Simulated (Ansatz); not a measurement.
The system is HfO2.

```
Hf O
1.0
     5.21946    0.00000    0.00000
     0.00000    5.00476    0.00000
     0.00000    0.00000    5.03269
Hf O
4 8
Direct
  0.96699 0.73252 0.74144
  0.53301 0.73252 0.24144
  0.46699 0.26748 0.74144
  0.03301 0.26748 0.24144
  0.63213 0.92865 0.87927
  0.86787 0.92865 0.37927
  0.23395 0.53988 0.49229
  0.26605 0.53988 0.99229
  0.76605 0.46012 0.99229
  0.73395 0.46012 0.49229
  0.13213 0.07135 0.87927
  0.36787 0.07135 0.37927
```

Measurements of this composition are mostly on another form, of space group No. 14.

| Quantity | Value |
| --- | --- |
| Program | Ansatz 0.2.0 |
| Task | relaxation of cell and atoms |
| Functional | rPW86-PBE |
| Potentials or basis | Ansatz PAW |
| Cutoff | 420 eV (not typed: the program's choice for these potentials) |
| k mesh | 5 × 6 × 5 |
| Occupations | fermi-dirac, width 0.05 eV |
| Spin | no spin polarisation |

At the start: volume 10.96 Å³/atom.

Problem. Where does the relaxation end?

Solution. It ends after 11 steps and the volume is 11.79 Å³/atom (+7.6 %); space group Pca2_1 (No. 29, to 0.05 Å).

Step by step:
| step | energy change (eV) | largest force (eV/Å) | volume (Å³) |
| --- | --- | --- | --- |
| 1 | 0.0000 | 0.1894 | 131.46 |
| 2 | -0.3765 | 0.1042 | 142.28 |
| 3 | -0.4090 | 0.0844 | 140.49 |
| 4 | -0.4088 | 0.1856 | 141.17 |
| 5 | -0.4149 | 0.0605 | 140.85 |
| 6 | -0.4164 | 0.0434 | 140.88 |
| 7 | -0.4173 | 0.0013 | 140.86 |
| 8 | -0.4880 | 0.0047 | 140.86 |
| 9 | -0.4867 | 0.0048 | 141.41 |
| 10 | -0.4864 | 0.0055 | 141.48 |
| 11 | -0.4892 | 0.0054 | 141.48 |

Final structure:
```
CELL_PARAMETERS angstrom
5.36211 0.00000 0.00000
0.00000 5.11687 0.00000
0.00000 0.00000 5.15636
ATOMIC_POSITIONS crystal
Hf 0.96805 0.73516 0.73733
Hf 0.53195 0.73516 0.23733
Hf 0.46805 0.26484 0.73733
Hf 0.03195 0.26484 0.23733
O 0.63727 0.93696 0.88670
O 0.86273 0.93696 0.38670
O 0.22336 0.53389 0.48897
O 0.27664 0.53389 0.98897
O 0.77664 0.46611 0.98897
O 0.72336 0.46611 0.48897
O 0.13727 0.06304 0.88670
O 0.36273 0.06304 0.38670
```

Caveat: the plane-wave basis is chosen anew once the cell has moved, so the energies of steps on either side of that aren't comparable; the pressure holds a Pulay correction of +0.8 GPa for the finite cutoff; the PAW data sets come from PBE, with cores solved anew for the run's functional, which leaves a small shift of forces and pressure.
